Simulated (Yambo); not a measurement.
# Si (I4/mmm) in Yambo: further runs, part 2 of 3

Yambo 5.3.0.

### 4 Optical spectrum by the Bethe-Salpeter equation, PBEsol

Contents of bse5.in:

```
optics
bse
bss
rim_cut
em1s
RandQpts= 1000000
RandGvec= 50 RL
Chimod= "HARTREE"
% BndsRnXs
 1 | 27 |
%
NGsBlkXs= 3 Ry
% LongDrXs
 1 | 0 | 0 |
%
BSKmod= "SEX"
BSEmod= "retarded"
BSSmod= "h"
% BSEQptR
 1 | 1 |
%
% BSEBands
 1 | 7 |
%
BSENGexx= 20 Ry
BSENGBlk= 3 Ry
% BEnRange
 0 | 20 | eV
%
% BDmRange
 0.1 | 0.1 | eV
%
BEnSteps= 200
% BLongDir
 1 | 0 | 0 |
%
BSEprop= "abs"
BSHayTrs= -0.02
```

Contents of scf.in:

```
&CONTROL
  calculation = 'scf'
  prefix = 'pwscf'
  outdir = './tmp'
  pseudo_dir = './pseudo'
/
&SYSTEM
  ibrav = 0
  nat = 1
  ntyp = 1
  ecutwfc = 36
  nbnd = 7
  occupations = 'smearing'
  smearing = 'fd'
  degauss = 0.00367493
  force_symmorphic = .true.
/
&ELECTRONS
  conv_thr = 2d-10
  electron_maxstep = 120
  mixing_beta = 0.5
/
ATOMIC_SPECIES
Si    28.0850 Si.upf
CELL_PARAMETERS angstrom
  -1.6269149300    1.6269149300    1.3203298500
   1.6269149300   -1.6269149300    1.3203298500
   1.6269149300    1.6269149300   -1.3203298500
ATOMIC_POSITIONS crystal
Si     0.0000000000    0.0000000000    0.0000000000
K_POINTS automatic
12 12 12 0 0 0
```

Contents of nscf.in:

```
&CONTROL
  calculation = 'nscf'
  prefix = 'pwscf'
  outdir = './tmp'
  pseudo_dir = './pseudo'
/
&SYSTEM
  ibrav = 0
  nat = 1
  ntyp = 1
  ecutwfc = 36
  nbnd = 32
  occupations = 'smearing'
  smearing = 'fd'
  degauss = 0.00367493
  force_symmorphic = .true.
/
&ELECTRONS
  conv_thr = 1d-08
  diago_full_acc = .true.
  diago_thr_init = 1d-06
/
ATOMIC_SPECIES
Si    28.0850 Si.upf
CELL_PARAMETERS angstrom
  -1.6269149300    1.6269149300    1.3203298500
   1.6269149300   -1.6269149300    1.3203298500
   1.6269149300    1.6269149300   -1.3203298500
ATOMIC_POSITIONS crystal
Si     0.0000000000    0.0000000000    0.0000000000
K_POINTS automatic
12 12 12 0 0 0
```

Potentials or basis: PseudoDojo 0.4.1 SR PBEsol standard.

Command:

```sh
OMP_NUM_THREADS=1 pw.x -in scf.in > scf.out
OMP_NUM_THREADS=1 pw.x -in nscf.in > nscf.out
cd tmp/pwscf.save; p2y; mv SAVE ../..; cd ../..
OMP_NUM_THREADS=1 yambo
mkdir -p bse5; ln -s $PWD/bse4/ndb.RIM bse5/
OMP_NUM_THREADS=1 yambo -F bse5.in -J bse5 -C bse5_out
```

Yambo's report:

```text
[... sections 02.01 to 02.04 as in the set-up run ...]

  [02.05] Energies & Occupations
  ==============================

  [X] === General ===
  [X] Electronic Temperature                        :  0.258606E-1   300.100    [eV K]
  [X] Bosonic    Temperature                        :  0.258606E-1   300.100    [eV K]
  [X] Finite Temperature mode                       : yes
  [X] El. density                                   :  0.28615E+24 [cm-3]
  [X] Fermi Level                                   :  11.11423 [eV]

  [X] === Gaps and Widths ===
  [X] Conduction Band Min                           :  11.11423 [eV]
  [X] Valence Band Max                              :  11.11423 [eV]
  [X] Filled Bands                                  :  1
  [X] Metallic Bands                                :   2   4
  [X] Empty Bands                                   :    5   32

  [X] === Metallic Characters ===
  [X] N of el / N of met el                         :  4.000000  1.942469
  [X] Average metallic occ.                         :  0.161872

  [WARNING] [X] Metallic system

 [03] Transferred momenta grid and indexing
 ==========================================

 [BZ sampling] Q-grid is User defined and/or read from the database

 IBZ Q-points                                      :  163
 BZ  Q-points                                      :  1728

 K/Q-points units:
 rlu = crystal or reduced units; cc = cartesian coordinates; iku = interal k-units

 Q [  1]        [rlu]:  0.000000  0.000000  0.000000
 Q [  2]        [rlu]:  0.36287E-17  0.36287E-17  0.83333E-01
 Q [  3]        [rlu]:  0.72575E-17  0.72575E-17  0.16667
 Q [  4]        [rlu]:  0.10886E-16  0.10886E-16  0.25000
 Q [  5]        [rlu]:  0.14515E-16  0.14515E-16  0.33333
 Q [  6]        [rlu]:  0.18144E-16  0.18144E-16  0.41667
[... 42 lines left out ...]
 Q [ 49]        [rlu]:  0.083333  0.083333 -0.083333
 Q [ 50]        [rlu]:  0.083333  0.166667  0.083333

 Remaining 113 points informations can be written running with -fatlog

  [03.01] X + BSE indexes
  =======================

   [03.01.01] Sigma indexes
   ========================

   [WR./SAVE//ndb.kindx]-----------------------------------------------------------
    Fragmentation                                    : no
    Polarization last K ( bz)                        :  1728
    Polarization last K (ibz)                        :  163
    QP states                                        :    1  163
    X grid is uniform                                : yes
    Grids (string)                                   :  X B S
    Grids (int-vector)                               :  1  1  0  1

 [04] Coloumb potential Random Integration (RIM)
 ===============================================

 Summary of Coulomb integrals for non-metallic bands |Q|[au] RIM/Bare

 Q [1] 0.100000E-4 0.995679 * Q [2] 0.120426 1.055905
 Q [8] 0.135133 1.073434 * Q [95] 0.170308 1.041869
 Q [49] 0.209854 1.034545 * Q [9] 0.217407 1.023888
 Q [3] 0.240852 1.017154 * Q [20] 0.241953 1.023582
 Q [96] 0.269281 1.015334 * Q [14] 0.270266 1.018328
 Q [90] 0.276171 1.015775 * Q [44] 0.319450 1.012809
[... 73 lines left out ...]
 Q [151] 0.948175 1.003509 * Q [133] 0.958350 1.003215
 Q [153] 0.963683 1.003111 * Q [163] 1.021848 1.002967
 Q [159] 1.043174 1.002946

 [WARNING] [Xs] User bands 1-27 break level degeneracy
[... 44 lines left out ...]
  Global Gauge                                     : length
  X matrix size                                    :  17
  X band range                                     :   1  27
  X e/h energy range                               : -1.000000 -1.000000 [eV]
  X Time ordering                                  : R
  X Hxc Kernel                                     : HARTREE
  X Drude frequency                                :  0.000000  0.000000
  X poles                                          :  100.0000 [o/o]
  RL vectors in the sum                            :   775
  [r,Vnl] included                                 : yes
  Field direction                                  :  0.100000E-4   0.00000      0.00000
  BZ energy Double Grid                            : no
  BZ energy DbGd points                            : 0
  BZ Q point size factor                           : -1.000000
  X Optical Averaged directions                    : none
 [X-CG] R(p) Tot o/o(of R):    7865   89946     100

 [WARNING] The system is a metal but Drude term not included.
 [WR./bse5//ndb.em1s_fragment_1]-------------------------------------------------
  Current Q-pt index                               :  1
  X energy range                                   :  0.000000  0.000000 eV
  X damping range                                  :  0.001000  0.001000 eV
  Number of frequencies                            :  1
 [X-CG] R(p) Tot o/o(of R):   23579   90003     100
 [WR./bse5//ndb.em1s_fragment_2]-------------------------------------------------
  Current Q-pt index                               :  2
  X energy range                                   :  0.000000  0.000000 eV
  X damping range                                  :  0.001000  0.001000 eV
  Number of frequencies                            :  1
 [X-CG] R(p) Tot o/o(of R):   23669   90172     100
 [X-CG] R(p) Tot o/o(of R):   23629   90335     100
 [X-CG] R(p) Tot o/o(of R):   23806   90480     100
 [X-CG] R(p) Tot o/o(of R):   23797   90599     100
 [X-CG] R(p) Tot o/o(of R):   13129   90644     100
 [X-CG] R(p) Tot o/o(of R):   40559   90043     100
[... 153 lines left out ...]
 [X-CG] R(p) Tot o/o(of R):   23858   90760     100
 [X-CG] R(p) Tot o/o(of R):    7960   90782     100

 [07] Bethe Salpeter Equation driver
 ===================================

  [07.01] Bethe Salpeter Equation @q1
  ===================================

   [07.01.01] Transition pre-analysis @q1
   ======================================

   [07.01.02] Transition Groups build-up @q1
   =========================================

   [BSK] Transition groups (total):  163
   [BSK] Size (resonant):  17114
   [BSK]         (total):  17114
   [BSK] N. of matrices :  1

   [07.01.03] Loading Dipoles @q1
   ==============================

   [07.01.04] Independent Particles properties @q1
   ===============================================

   [WARNING] The system is a metal but Drude term not included.

   [07.01.05] BSE Kernel @q1 (Resonant CORRRELATION EXCHANGE)
   ==========================================================

   [BSE] Exchange components :  167
   [BSE] Correlation components :   17  265

    [07.01.05.01] Screened interaction header I/O
    =============================================

    [07.01.05.02] Main kernel loop
    ==============================

    [WR./bse5//ndb.BS_Q1_CPU_0]-----------------------------------------------------
     Brillouin Zone Q/K grids (IBZ/BZ)                :   163  1728   163  1728
     RL vectors                                       :   775 [WF]
     Coulomb cutoff potential                         : none
     Parallel CPUs
     Parallel Roles
     Fragmentation                                    : no
     BS kernel          wavefunctions                 : Perdew, Burke & Ernzerhof SOL(X)+Perdew, Burke & Ernzerhof SOL(C)
     Static diel. fun.  energies                      : Perdew, Burke & Ernzerhof SOL(X)+Perdew, Burke & Ernzerhof SOL(C)
     wavefunctions                                    : Perdew, Burke & Ernzerhof SOL(X)+Perdew, Burke & Ernzerhof SOL(C)
     [K] Identifier                                   :  2024
     [K] Dimension                                    :  17114
     [K] Bands                                        :   1   7
     [K] Exchange                                     : yes [res]
     [K] Correlation                                  : yes [res]
     [K] Kernel`s coupling                            : no
     [K] Exchange                                     : no [cpl]
     [K] Correlation                                  : no [cpl]
     [K] W interaction is bare                        : no
     [K] ALDA kernel in R-space                       : no
     [K] RL vectors                                   :  167 [exchange]
     [K] RL vectors                                   :  17 [correlation]
     [K] E/h energy range                             : -1.000000 -1.000000 [eV]
     [K] Coupling range                               :  100.0000  100.0000 [o/o]
     [W] Interaction is diagonal                      : no
     [W] Matrix size                                  :  17
     [W] Bands                                        :   1  27
     [W] e/h energy range                             : -1.000000 -1.000000 [eV]
     [W] Poles                                        :  100.0000 [o/o]
     [W] RL vectors in the sum                        :   775
     [W] [r,Vnl] included                             : yes
     [W] Field direction                              :  0.100000E-4   0.00000      0.00000
     [W] Coulomb Cutoff                               : none
     [W] Hxc Kernel                                   : HARTREE
     [RIM] RL components                              :   55 [col]
     [RIM] Random points                              :  1000000 [col]
     [SOC] Perturbative SOC                           : no
     [K] Kernel long-range exchange                   : BAR

    [07.01.05.03] Wave-Function Phases
    ==================================

    [BSE] WF phases found       :  89.41170 [o/o]

   [07.01.06] BSE solver(s) @q1
   ============================

   [07.01.07] Haydock Solver in the optics basis @q1 using the hermitian scheme
   ============================================================================

   Accuracy (requested)      : -0.020000 [o/o]
   Accuracy (reached)        :  0.019146 [o/o]
   Iterations                :  275
```

It took 10 min on 1 thread of AMD EPYC 9R45 (Zen 5), shared host; peak memory 2.7 GiB.

What came out:

- Band gap on the k mesh, mean-field level: none (metal or under the smearing width)

Dielectric function (along the field direction of the input):
```tsv
energy (eV)	real part	imaginary part
0.30	42.87	2.34
1.31	7.51	11.47
2.31	-47.09	56.55
3.32	-6.46	2.74
4.42	-1.68	6.90
5.43	-3.23	1.21
6.43	-2.99	0.91
7.54	-1.30	0.39
8.54	-0.87	0.94
9.55	-0.90	0.62
10.65	-0.23	0.12
11.66	-0.01	0.10
12.66	0.21	0.19
13.77	0.16	0.12
14.77	0.35	0.05
15.78	0.43	0.06
16.88	0.53	0.06
17.89	0.55	0.07
18.89	0.60	0.05
20.00	0.64	0.03
```

Caveat: the intraband (Drude) term of the metal is left out; the ground state has no gap, which makes the many-body step unreliable; the transitions start from uncorrected Kohn-Sham levels, so peaks lie too low; exciton energies and binding change strongly with the k mesh and aren't converged on this one; spectra need much finer meshes, so this one isn't converged.

(Continued in part 3 of 3.)
